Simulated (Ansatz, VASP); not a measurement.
## BaTe: VASP beside Ansatz

```
CELL_PARAMETERS angstrom
0.00000 3.53179 3.53179
3.53179 0.00000 3.53179
3.53179 3.53179 0.00000
ATOMIC_POSITIONS crystal
Ba 0.00000 0.00000 0.00000
Te 0.50000 0.50000 0.50000
```

Alike in both runs: functional r2SCAN; k mesh 8 × 8 × 8; occupations gaussian, width 0.02 eV; no spin polarisation.

Ansatz relaxed the structure, and its values are those at the end. VASP's run is a single point on that final structure, the one shown.

```csv
,VASP,Ansatz
version,VASP 6.6.1,Ansatz 0.2.0
potentials or method,"VASP PAW PBE potentials, release 64 (Ba_sv, Te)","scalar-relativistic, plane waves, PAW"
plane-wave cutoff (eV),520,500
valence electrons in the cell,16,26
```

Ansatz gave:

| Property | Result |
| --- | --- |
| gap on the k mesh at the Fermi level (eV) | 2.00 |
| least direct gap on the mesh (eV) | 2.36 |
| pressure (GPa) | 0.0 |

Which values does VASP return?

gap on the k mesh at the Fermi level (eV): 1.93; least direct gap on the mesh (eV): 2.32; pressure (GPa): 0.3.

With one functional, cell and mesh, what is left measures potentials, basis and numerics. The two sets of potentials don't hold the same shells in valence.

Caveats: the PAW data sets were made with another functional, which shifts forces and pressure a little (VASP); spin-orbit coupling is left out, which moves the levels of the heavy elements. A k mesh can miss the band edges. r2SCAN opens gaps a little over a GGA but as a rule still falls short of measured ones.
